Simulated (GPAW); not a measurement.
# Cu (Fm-3m) in GPAW: a series of runs

The runs below take Cu through equation of state, single point, with PBE, revPBE, TASK, PBEsol.

All numbers are computed with GPAW 26.7.0; they aren't measurements. Logs are shortened: lines on timing, memory, paths and dates and some standing lists are left out, and cuts for length are marked. The log counts tension as positive stress, the text compression.

## (1) Starting point

It takes space group Fm-3m (No. 225, cubic). Conventional cell: a = 3.615 Å, b = 3.615 Å, c = 3.615 Å, α = 90.00°, β = 90.00°, γ = 90.00°. Cu (site symmetry m-3m) has 12 Cu at 2.56 Å as nearest neighbours.

## (2) Equation of state, PBE

File run.py:

```python
from ase import Atoms
from ase.eos import EquationOfState
from ase.io import Trajectory
from ase.units import GPa
from gpaw import GPAW

atoms = Atoms(['Cu'],
              cell=[[0.0, 1.8075, 1.8075],
                    [1.8075, 0.0, 1.8075],
                    [1.8075, 1.8075, 0.0]],
              scaled_positions=[[0.0, 0.0, 0.0]],
              pbc=True)

traj = Trajectory('eos.traj', 'w')
volumes, energies = [], []
for x in [0.94, 0.96, 0.98, 1.0, 1.02, 1.04, 1.06]:
    a = atoms.copy()
    a.set_cell(atoms.cell * x**(1 / 3), scale_atoms=True)
    calc = GPAW(mode='lcao',
                h=0.18,
                basis='szp(dzp)',
                xc='PBE',
                kpts={'size': (13, 13, 13), 'gamma': True},
                occupations={'name': 'fermi-dirac', 'width': 0.05},
                convergence={'density': 1e-05, 'energy': 1e-05},
                maxiter=150,
                txt=f'eos-{x:.2f}.txt')
    a.calc = calc
    energies.append(a.get_potential_energy(force_consistent=True))
    volumes.append(a.get_volume())
    calc.write(f'eos-{x:.2f}.gpw')
    traj.write(a)
    print(f'{x:.2f} {volumes[-1]:10.4f} A^3 {energies[-1]:14.6f} eV', flush=True)

v0, e0, B = EquationOfState(volumes, energies, eos='birchmurnaghan').fit()
print(f'V0 = {v0:.4f} A^3, E0 = {e0:.6f} eV, B0 = {B / GPa:.2f} GPa')
```

Potentials or basis: GPAW PAW data sets (gpaw-data 1.2.1), lcao:szp(dzp).

On the command line:

```console
OMP_NUM_THREADS=1 python run.py
```

The program printed:

```text
__  _  _
 | _ |_)|_||  |
 |__||  | ||/\| - 26.7.0

Input parameters:
  mode=LCAO(),
  basis={'default': 'szp(dzp)'},
  convergence={'density': 1e-05, 'energy': 1e-05},
  h=0.18,
  kpts=MonkhorstPack(size=(13, 13, 13), gamma=True),
  maxiter=150,
  occupations=Occupations(name='fermi-dirac', width=0.05),
  xc=XC(name='PBE')

       Cu

Atoms  # Å, Bohr magnetons
|   | symbol |        x |        y |        z |    initial magnetic moments |
|---|--------|----------|----------|----------|-----------------------------|
| 0 |     Cu | 0.000000 | 0.000000 | 0.000000 | ( 0.0000,  0.0000,  0.0000) |

Unit cell  # Å
| periodic |        x |        y |        z |  lengths |    angles |
|----------|----------|----------|----------|----------|-----------|
|      yes | 0.000000 | 1.783071 | 1.783071 | 2.521644 | 60.000000 |
|      yes | 1.783071 | 0.000000 | 1.783071 | 2.521644 | 60.000000 |
|      yes | 1.783071 | 1.783071 | 0.000000 | 2.521644 | 60.000000 |

Number of symmetries: 48
Symmetry operations  # r_c * U_cc + t_c -> r_c
|    | kind |            matrix            |
|----|------|------------------------------|
|  0 |  σ   |  1, 0, 0,  1, 0,-1,  1,-1, 0 |
|  1 |  C2  |  1, 0, 0,  1,-1, 0,  1, 0,-1 |
|  2 |  E   |  1, 0, 0,  0, 1, 0,  0, 0, 1 |
|  3 |  σ   |  1, 0, 0,  0, 0, 1,  0, 1, 0 |
|  4 |  C4  |  1, 0,-1,  1, 0, 0,  1,-1, 0 |
|  5 |  S6  |  1, 0,-1,  1,-1, 0,  1, 0, 0 |
|  6 |  σ   |  1, 0,-1,  0, 1,-1,  0, 0,-1 |
|  7 |  C3  |  1, 0,-1,  0, 0,-1,  0, 1,-1 |
|  8 |  S6  |  1,-1, 0,  1, 0, 0,  1, 0,-1 |
|  9 |  C4  |  1,-1, 0,  1, 0,-1,  1, 0, 0 |
| 10 |  C3  |  1,-1, 0,  0,-1, 1,  0,-1, 0 |
| 11 |  σ   |  1,-1, 0,  0,-1, 0,  0,-1, 1 |
| 12 |  σ   |  0, 1, 0,  1, 0, 0,  0, 0, 1 |
| 13 |  C4  |  0, 1, 0,  0, 1,-1, -1, 1, 0 |
| 14 |  C3  |  0, 1, 0,  0, 0, 1,  1, 0, 0 |
| 15 |  S6  |  0, 1, 0, -1, 1, 0,  0, 1,-1 |
| 16 |  C2  |  0, 1,-1,  1, 0,-1,  0, 0,-1 |
[... 17 lines left out ...]
| 34 |  S4  |  0,-1, 0,  0,-1, 1,  1,-1, 0 |
| 35 |  C2  |  0,-1, 0, -1, 0, 0,  0, 0,-1 |
| 36 |  C2  | -1, 1, 0,  0, 1, 0,  0, 1,-1 |
| 37 |  S6  | -1, 1, 0,  0, 1,-1,  0, 1, 0 |
| 38 |  S4  | -1, 1, 0, -1, 0, 1, -1, 0, 0 |
| 39 |  C3  | -1, 1, 0, -1, 0, 0, -1, 0, 1 |
| 40 |  S6  | -1, 0, 1,  0, 0, 1,  0,-1, 1 |
| 41 |  C2  | -1, 0, 1,  0,-1, 1,  0, 0, 1 |
| 42 |  C3  | -1, 0, 1, -1, 1, 0, -1, 0, 0 |
| 43 |  S4  | -1, 0, 1, -1, 0, 0, -1, 1, 0 |
| 44 |  C2  | -1, 0, 0,  0, 0,-1,  0,-1, 0 |
| 45 |  i   | -1, 0, 0,  0,-1, 0,  0, 0,-1 |
| 46 |  σ   | -1, 0, 0, -1, 1, 0, -1, 0, 1 |
| 47 |  C2  | -1, 0, 0, -1, 0, 1, -1, 1, 0 |

BZ-sampling:
  Number of BZ points: 2197
  Number of IBZ points: 84

  Monkhorst-Pack size: [13, 13, 13]
  Monkhorst-Pack shift: [0, 0, 0]

K-points  # in reciprocal-cell coordinates
|     |                                coordinates |     weight |
|-----|--------------------------------------------|------------|
|   0 | (  0.00000000,   0.00000000,   0.00000000) | 0.00045517 |
|   1 | (  0.07692308,   0.07692308,   0.00000000) | 0.00273100 |
|   2 | (  0.07692308,   0.07692308,   0.07692308) | 0.00364133 |
|   3 | (  0.15384615,   0.07692308,   0.07692308) | 0.00546199 |
|   4 | (  0.15384615,   0.15384615,   0.00000000) | 0.00273100 |
|   5 | (  0.15384615,   0.15384615,   0.07692308) | 0.01092399 |
|   6 | (  0.15384615,   0.15384615,   0.15384615) | 0.00364133 |
|   7 | (  0.23076923,   0.15384615,   0.07692308) | 0.01092399 |
|   8 | (  0.23076923,   0.15384615,   0.15384615) | 0.01092399 |
|   9 | (  0.23076923,   0.23076923,   0.00000000) | 0.00273100 |
| ... |                                            |            |
|  83 | (  0.46153846,   0.46153846,   0.46153846) | 0.00364133 |

basis functions: 9
Spin-components: 1 (collinear spins)
Bands:           9
Projectors:      6
Spin-degeneracy: 2
Datatype:        <class 'complex'>

Parallelization:
  kpt:    1
  domain: 1
  band:   1

Density:
  Valence electrons: 11.0
  Components: 1
  Grid points: [12 12 12]
  Charge: 0.0  # |e|

Potential:
  Grid points: [12 12 12]

species:
  Cu:
    name:    Copper
    Z:       29.0
    valence: 11
    core:    18
    charge:  0.0  # [|e|]
    compensation charges:
      type: gauss
      rc: 0.33  # [Å]
      lmax: 2
    cutoffs:
      filter: 2.06  # [Å]
      core: 2.43  # [Å]
    projectors
    | kind |    occ | energy [eV] | rcut [Å] |
    |------|--------|-------------|----------|
    |   4s |  1.000 |      -4.609 |    1.164 |
    |   4p |  0.000 |      -0.698 |    1.164 |
    |   3d | 10.000 |      -5.039 |    1.058 |
    |    s |        |      22.603 |    1.164 |
    |    p |        |      26.513 |    1.164 |
    |    d |        |      22.172 |    1.058 |

    LCAO basis set for Cu:
      Name: szp(dzp)
      File: <dir>
[... 41 lines left out ...]
| 0 |     Cu | 0.000000 | 0.000000 | 0.000000 | ( 0.0000,  0.0000,  0.0000) |

Unit cell  # Å
| periodic |        x |        y |        z |  lengths |    angles |
|----------|----------|----------|----------|----------|-----------|
|      yes | 0.000000 | 1.783071 | 1.783071 | 2.521644 | 60.000000 |
|      yes | 1.783071 | 0.000000 | 1.783071 | 2.521644 | 60.000000 |
|      yes | 1.783071 | 1.783071 | 0.000000 | 2.521644 | 60.000000 |

Number of symmetries: 48
Symmetry operations  # r_c * U_cc + t_c -> r_c
|    | kind |            matrix            |
|----|------|------------------------------|
|  0 |  σ   |  1, 0, 0,  1, 0,-1,  1,-1, 0 |
|  1 |  C2  |  1, 0, 0,  1,-1, 0,  1, 0,-1 |
|  2 |  E   |  1, 0, 0,  0, 1, 0,  0, 0, 1 |
|  3 |  σ   |  1, 0, 0,  0, 0, 1,  0, 1, 0 |
|  4 |  C4  |  1, 0,-1,  1, 0, 0,  1,-1, 0 |
|  5 |  S6  |  1, 0,-1,  1,-1, 0,  1, 0, 0 |
|  6 |  σ   |  1, 0,-1,  0, 1,-1,  0, 0,-1 |
|  7 |  C3  |  1, 0,-1,  0, 0,-1,  0, 1,-1 |
|  8 |  S6  |  1,-1, 0,  1, 0, 0,  1, 0,-1 |
|  9 |  C4  |  1,-1, 0,  1, 0,-1,  1, 0, 0 |
| 10 |  C3  |  1,-1, 0,  0,-1, 1,  0,-1, 0 |
| 11 |  σ   |  1,-1, 0,  0,-1, 0,  0,-1, 1 |
| 12 |  σ   |  0, 1, 0,  1, 0, 0,  0, 0, 1 |
| 13 |  C4  |  0, 1, 0,  0, 1,-1, -1, 1, 0 |
| 14 |  C3  |  0, 1, 0,  0, 0, 1,  1, 0, 0 |
| 15 |  S6  |  0, 1, 0, -1, 1, 0,  0, 1,-1 |
| 16 |  C2  |  0, 1,-1,  1, 0,-1,  0, 0,-1 |
[... 17 lines left out ...]
| 34 |  S4  |  0,-1, 0,  0,-1, 1,  1,-1, 0 |
| 35 |  C2  |  0,-1, 0, -1, 0, 0,  0, 0,-1 |
| 36 |  C2  | -1, 1, 0,  0, 1, 0,  0, 1,-1 |
| 37 |  S6  | -1, 1, 0,  0, 1,-1,  0, 1, 0 |
| 38 |  S4  | -1, 1, 0, -1, 0, 1, -1, 0, 0 |
| 39 |  C3  | -1, 1, 0, -1, 0, 0, -1, 0, 1 |
| 40 |  S6  | -1, 0, 1,  0, 0, 1,  0,-1, 1 |
| 41 |  C2  | -1, 0, 1,  0,-1, 1,  0, 0, 1 |
| 42 |  C3  | -1, 0, 1, -1, 1, 0, -1, 0, 0 |
| 43 |  S4  | -1, 0, 1, -1, 0, 0, -1, 1, 0 |
| 44 |  C2  | -1, 0, 0,  0, 0,-1,  0,-1, 0 |
| 45 |  i   | -1, 0, 0,  0,-1, 0,  0, 0,-1 |
| 46 |  σ   | -1, 0, 0, -1, 1, 0, -1, 0, 1 |
| 47 |  C2  | -1, 0, 0, -1, 0, 1, -1, 1, 0 |

BZ-sampling:
  Number of BZ points: 2197
  Number of IBZ points: 84

  Monkhorst-Pack size: [13, 13, 13]
  Monkhorst-Pack shift: [0, 0, 0]

K-points  # in reciprocal-cell coordinates
|     |                                coordinates |     weight |
|-----|--------------------------------------------|------------|
|   0 | (  0.00000000,   0.00000000,   0.00000000) | 0.00045517 |
|   1 | (  0.07692308,   0.07692308,   0.00000000) | 0.00273100 |
|   2 | (  0.07692308,   0.07692308,   0.07692308) | 0.00364133 |
|   3 | (  0.15384615,   0.07692308,   0.07692308) | 0.00546199 |
|   4 | (  0.15384615,   0.15384615,   0.00000000) | 0.00273100 |
|   5 | (  0.15384615,   0.15384615,   0.07692308) | 0.01092399 |
|   6 | (  0.15384615,   0.15384615,   0.15384615) | 0.00364133 |
|   7 | (  0.23076923,   0.15384615,   0.07692308) | 0.01092399 |
|   8 | (  0.23076923,   0.15384615,   0.15384615) | 0.01092399 |
|   9 | (  0.23076923,   0.23076923,   0.00000000) | 0.00273100 |
| ... |                                            |            |
|  83 | (  0.46153846,   0.46153846,   0.46153846) | 0.00364133 |

basis functions: 9
Spin-components: 1 (collinear spins)
Bands:           9
Projectors:      6
Spin-degeneracy: 2
Datatype:        <class 'complex'>

Parallelization:
  kpt:    1
  domain: 1
  band:   1

Density:
  Valence electrons: 11.0
  Components: 1
  Grid points: [12 12 12]
  Charge: 0.0  # |e|

Potential:
  Grid points: [12 12 12]

species:
  Cu:
    name:    Copper
    Z:       29.0
    valence: 11
    core:    18
    charge:  0.0  # [|e|]
    compensation charges:
      type: gauss
      rc: 0.33  # [Å]
      lmax: 2
    cutoffs:
      filter: 2.06  # [Å]
      core: 2.43  # [Å]
    projectors
    | kind |    occ | energy [eV] | rcut [Å] |
    |------|--------|-------------|----------|
    |   4s |  1.000 |      -4.609 |    1.164 |
    |   4p |  0.000 |      -0.698 |    1.164 |
    |   3d | 10.000 |      -5.039 |    1.058 |
    |    s |        |      22.603 |    1.164 |
    |    p |        |      26.513 |    1.164 |
    |    d |        |      22.172 |    1.058 |

    LCAO basis set for Cu:
      Name: szp(dzp)
      File: <dir>
      Number of radial functions: 3
      Number of spherical harmonics: 9
        l=0, rc=8.9688 Bohr: 4s-sz confined orbital
        l=2, rc=5.1719 Bohr: 3d-sz confined orbital
        l=1, rc=8.9688 Bohr: p-type Gaussian polarization
      Number of RI-basis functions 0

Reference energy: -45021.451841  # eV

eigensolver:
  <gpaw.new.lcao.eigensolver.LCAOEigensolver object>
density mixing:
  MSR1-Mixer
  Pratt-step length: 0.05
  Maximum mixing coefficient: 0.75
  Old densities: 10
  SVD Regularization: 0.005
  Good broyden scale: 1.0
  Trust region scale: 1.0
  Backstep threshold: 4.0
  History deletion threshold: 6.0
  Fourier metric: weight=20.0, sigma=0.015

occupation numbers:
  Fermi-Dirac:
    width: 0.0500  # eV

FastPoissonSolver using
    Stencil: 12*3+1=37 point O(h^6) finite-difference Laplacian
    FFT axes: [np.int64(0), np.int64(1), np.int64(2)]
    FST axes: []

xc functional:
  name: PBE with 2 nearest neighbor stencil
interpolation: tri-quintic # 5. degree polynomial

convergence criteria:
- Maximum integral of absolute [dens]ity change: 1e-05 electrons / valence electron
- Maximum [total energy] change in last 3 cyles: 1e-05 eV / valence electron
- Maximum integral of absolute [eigenst]ate change: 4e-08 eV^2 / valence electron
maximum number of iterations: 150

SCF iterations
|iter     | |      energy | eigst |  dens |
|---------|-|-------------|-------|-------|
|iter:   1| |   -4.094818 |      c|       |
|iter:   2| |   -3.906079 |      c| -1.02 |
|iter:   3| |   -3.269645 |      c| -1.07 |
|iter:   4| |   -3.263322 |      c| -2.02 |
|iter:   5| |   -3.261862 |      c| -2.49 |
|iter:   6| |   -3.261859 |      c| -3.97 |
|iter:   7| |   -3.261859c|      c| -5.35c|

Converged in 7 steps
Energy contributions relative to reference atoms: (reference = -45021.451841)

Energy contributions:
  Kinetic:         -18.988851
  Coulomb:          16.680785
  Zero:              0.048187
  External:          0.000000
  Xc:               -1.000451
  Entropy:          -0.003059
  Spinorbit:         0.000000
  ----------------------------
  Free energy:      -3.263389
  Extrapolated:     -3.261859

dipole moment: (-7.832502, -7.832502, -7.832502)  # |e|*Ang

Fermi level: 9.041
Eigenvalues  # (at kpt = [0.000, 0.000, 0.000])
| band index |      eig [eV] | occ [0-2] |
|------------|---------------|-----------|
|          0 |        -1.042 |     2.000 |
|          1 |         5.469 |     2.000 |
|          2 |         5.469 |     2.000 |
|          3 |         5.469 |     2.000 |
|          4 |         6.311 |     2.000 |
|          5 |         6.311 |     2.000 |
|          6 |        38.548 |     0.000 |
|          7 |        38.554 |     0.000 |
|          8 |        38.554 |     0.000 |

No gap
No difference between direct/indirect transitions
# Writing to eos-0.96.gpw (mode='')
```

It took 4.7 min on 1 thread of Intel Xeon Platinum 8488C (Sapphire Rapids), shared host; peak memory 0.21 GiB.

These settings aren't checked as converged: the numbers below hold their error.

Results:

```yaml
Equilibrium_volume: 11.69 Å³/atom
Bulk_modulus: 164 GPa
Pressure_derivative_of_the_bulk_modulus: 3.7
```

Caveat: with this Cu data set, volumes or pressures lay over 1.5 % or 2 GPa off other programs in two to four cells of ten; the real-space grid adds noise to forces; the basis of atomic orbitals isn't converged, which shifts pressures, moduli and gaps.

## (3) Equation of state, revPBE

File run.py:

```python
from ase.eos import EquationOfState
from ase.io import Trajectory
from ase.spacegroup import crystal
from ase.units import GPa
from gpaw import GPAW, PW

# Cu 4a
atoms = crystal(['Cu'],
                basis=[[0.0, 0.0, 0.0]],
                spacegroup=225, setting=1,  # Fm-3m
                cellpar=[3.615, 3.615, 3.615, 90.0, 90.0, 90.0],
                primitive_cell=True)

traj = Trajectory('eos.traj', 'w')
volumes, energies = [], []
for x in [0.94, 0.96, 0.98, 1.0, 1.02, 1.04, 1.06]:
    a = atoms.copy()
    a.set_cell(atoms.cell * x**(1 / 3), scale_atoms=True)
    calc = GPAW(mode=PW(600),
                xc='revPBE',
                kpts={'size': (13, 13, 13), 'gamma': True},
                occupations={'name': 'fermi-dirac', 'width': 0.05},
                nbands=14,
                convergence={'density': 1e-05, 'energy': 1e-05},
                maxiter=150,
                txt=f'eos-{x:.2f}.txt')
    a.calc = calc
    energies.append(a.get_potential_energy(force_consistent=True))
    volumes.append(a.get_volume())
    p = -a.get_stress()[:3].mean() / GPa
    calc.write(f'eos-{x:.2f}.gpw')
    traj.write(a)
    print(f'{x:.2f} {volumes[-1]:10.4f} A^3 {energies[-1]:14.6f} eV {p:9.3f} GPa', flush=True)

v0, e0, B = EquationOfState(volumes, energies, eos='birchmurnaghan').fit()
print(f'V0 = {v0:.4f} A^3, E0 = {e0:.6f} eV, B0 = {B / GPa:.2f} GPa')
```

Potentials or basis: the program's PAW data sets (release 1.2.1) made for this functional, pw.

On the command line:

```console
OMP_NUM_THREADS=1 python run.py
```

Run time: 54 s. Hardware: 1 thread of Intel Xeon Platinum 8488C (Sapphire Rapids), shared host; peak memory 0.17 GiB.

The run converged. Its results:

```
Equilibrium volume                      : 12.42 Å³/atom
Bulk modulus                            : 125 GPa
Pressure derivative of the bulk modulus : 5.1
```

Energy against volume, from the lowest point:
```csv
volume (Å³/atom),energy (meV/atom)
11.102,68.03
11.338,43.76
11.574,25.48
11.810,12.53
12.047,4.29
12.283,0.27
12.519,0.00
```

Caveat: with this Cu data set, volumes or pressures lay over 1.5 % or 2 GPa off other programs in two to four cells of ten. Zero-point motion and thermal expansion aren't in these numbers.

## (4) Equation of state, TASK

run.py: that of step 3 with these lines changed.

```diff
@@ -1,4 +1,3 @@
 from ase.eos import EquationOfState
-from ase.io import Trajectory
-from ase.spacegroup import crystal
+from ase.io import Trajectory, read
 from ase.units import GPa
@@ -6,8 +5,3 @@
 
-# Cu 4a
-atoms = crystal(['Cu'],
-                basis=[[0.0, 0.0, 0.0]],
-                spacegroup=225, setting=1,  # Fm-3m
-                cellpar=[3.615, 3.615, 3.615, 90.0, 90.0, 90.0],
-                primitive_cell=True)
+atoms = read('Cu.xyz')
 
@@ -19,3 +13,3 @@
     calc = GPAW(mode=PW(600),
-                xc='revPBE',
+                xc='MGGA_X_TASK+LDA_C_PW',
                 kpts={'size': (13, 13, 13), 'gamma': True},
```

File Cu.xyz:

```xyz
1
Lattice="0.0000000000 1.8075000000 1.8075000000 1.8075000000 0.0000000000 1.8075000000 1.8075000000 1.8075000000 0.0000000000" Properties=species:S:1:pos:R:3 pbc="T T T"
Cu     0.0000000000      0.0000000000      0.0000000000
```

Potentials or basis: GPAW PAW data sets (gpaw-data 1.2.1), pw.

On the command line:

```console
OMP_NUM_THREADS=1 python run.py
```

Run time: 3.6 min. Hardware: 1 thread of Intel Xeon Platinum 8488C (Sapphire Rapids), shared host; peak memory 0.54 GiB.

Results (log left out):

```
Equilibrium volume : 11.83 Å³/atom (rough: see the caveat)
Bulk modulus       : 148 GPa (rough)
```

Energy against volume, from the lowest point:
```tsv
volume (Å³/atom)	energy (meV/atom)
11.102	23.63
11.338	10.35
11.574	2.68
11.810	0.00
12.047	1.69
12.283	7.29
12.519	16.33
```

Caveat: with this Cu data set, volumes or pressures lay over 1.5 % or 2 GPa off other programs in two to four cells of ten; the points scatter about the fit; the PAW data sets were made with another functional, which shifts forces and pressure a little.

## (5) Single point, PBEsol, 11.34 Å³/atom

File run.py:

```python
from ase import Atoms
from ase.dft.bandgap import bandgap
from ase.io import write
from ase.units import GPa
from gpaw import GPAW, PW, setup_paths

setup_paths.insert(0, '.')

atoms = Atoms(['Cu'],
              cell=[[0.0, 1.8075, 1.7352],
                    [1.8075, 0.0, 1.7352],
                    [1.8075, 1.8075, 0.0]],
              scaled_positions=[[0.0, 0.0, 0.0]],
              pbc=True)

calc = GPAW(mode=PW(600),
            xc='PBEsol',
            kpts={'size': (13, 13, 13), 'gamma': True},
            occupations={'name': 'fermi-dirac', 'width': 0.05},
            nbands=14,
            convergence={'density': 1e-05, 'energy': 1e-05},
            maxiter=150,
            txt='gpaw.txt')
atoms.calc = calc
energy = atoms.get_potential_energy()
forces = atoms.get_forces()
stress = atoms.get_stress()
calc.write('gs.gpw')
write('result.traj', atoms)
print(f'Energy: {energy:.6f} eV')
print('Forces (eV/A):')
print(forces.round(4))
print('Stress (GPa):', (stress / GPa).round(3))
print('Fermi level:', round(calc.get_fermi_level(), 4), 'eV')
print(f'Gap: {bandgap(calc)[0]:.4f} eV, direct: {bandgap(calc, direct=True)[0]:.4f} eV')
```

Potentials or basis: PAW data sets generated in the run's folder for this functional, pw.

On the command line:

```console
gpaw-setup -f PBEsol Cu
OMP_NUM_THREADS=1 python run.py
```

Wall time 21 s (1 thread of Arm Neoverse V2, shared host); peak memory 0.15 GiB.

It converged, with:

* Free energy: -4.2313 eV
* Pressure: 1.7 GPa
* Band gap on the k mesh: none (metal or under the smearing width)

Caveat: with this Cu data set, volumes or pressures lay over 1.5 % or 2 GPa off other programs in two to four cells of ten; the density grid can change from cell to cell, which puts small steps into energies and stress.

## (6) Single point, PBEsol, 11.57 Å³/atom

run.py: that of step 5 with these lines changed.

```diff
@@ -9,4 +9,4 @@
 atoms = Atoms(['Cu'],
-              cell=[[0.0, 1.8075, 1.7352],
-                    [1.8075, 0.0, 1.7352],
+              cell=[[0.0, 1.8075, 1.77135],
+                    [1.8075, 0.0, 1.77135],
                     [1.8075, 1.8075, 0.0]],
```

Potentials or basis: PAW data sets generated in the run's folder for this functional, pw.

On the command line:

```console
gpaw-setup -f PBEsol Cu
OMP_NUM_THREADS=1 python run.py
```

Run time: 21 s. Hardware: 1 thread of Arm Neoverse V2, shared host; peak memory 0.15 GiB.

It converged, with:

| Property | Result |
| --- | --- |
| Free energy | -4.2333 eV |
| Pressure | -1.7 GPa |
| Band gap on the k mesh | none (metal or under the smearing width) |

Caveat: with this Cu data set, volumes or pressures lay over 1.5 % or 2 GPa off other programs in two to four cells of ten; the density grid can change from cell to cell, which puts small steps into energies and stress.
